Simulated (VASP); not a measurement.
Data:

```xyz
5
Lattice="4.1768 0.0000 0.0000 0.0000 4.1768 0.0000 0.0000 0.0000 4.1768" Properties=species:S:1:pos:R:3 pbc="T T T"
Ba     0.0000     0.0000     0.0000
Sn     2.0884     2.0884     2.0884
O      2.0884     0.0000     2.0884
O      0.0000     2.0884     2.0884
O      2.0884     2.0884     0.0000
```

The numbers are results of SCAN meta-GGA, VASP's PBE PAW potentials (set 64) (plane waves; VASP), not measurements. Numerical set-up: 520 eV cut-off, 6×6×6 Γ-centred mesh, Gaussian smearing of 0.050 eV, potentials Ba_sv Sn_d O.

Question: Give the stress tensor in GPa (positive for a compressed cell).

Answer: 
```
-4.23   0.00   0.00
 0.00  -4.23   0.00
 0.00   0.00  -4.23
```
The pressure is its mean diagonal, -4.23 GPa.

The compound is BaSnO3 in the cubic perovskite structure. This cell is one point of a volume scan, at 1.03 of the reference volume.
